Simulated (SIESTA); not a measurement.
La2O3 in SIESTA: the effect of functional

La2O3:

```
La O
1.0
     3.93078    0.00000    0.00000
    -1.96539    3.40415    0.00000
     0.00000    0.00000    6.11195
La O
2 3
Direct
  0.33333 0.66667 0.24624
  0.66667 0.33333 0.75376
  0.00000 0.00000 0.00000
  0.33333 0.66667 0.64589
  0.66667 0.33333 0.35411
```

The cell is a database's computed one.

Alike in all runs:

```yaml
Program: SIESTA 5.4.2
Task: band structure
Basis: DZP (energy shift 0.003 Ry; two zetas on semicore shells)
Grid_cutoff: 800 Ry
Energy_shift: 0.003 Ry
k_mesh: 8 × 8 × 5
Occupations: fermi-dirac, width 0.05 eV
Spin: no spin polarisation
```

```csv
functional,potentials or basis,gap on the mesh (eV),pressure (GPa),largest force (eV/Å)
AM05,PseudoDojo 0.4 standard (PBEsol files),?,?,?
BLYP,PseudoDojo 0.4 standard (PBE files),3.91,14.1,0.51
vdW-DF-cx,PseudoDojo 0.4 standard (PBE files),3.75,4.8,0.38
```

Q: What does the run with functional AM05 give?

A: gap on the mesh 3.80 eV; pressure 4.5 GPa; largest force 0.25 eV/Å.

Caveats: the potentials were made for another functional, which shifts forces and pressure; spin-orbit coupling is left out, which moves the levels of the heavy elements; the mesh misses the band edges, which the band path finds closer together; the basis of atomic orbitals isn't converged, which shifts pressures, moduli and gaps.
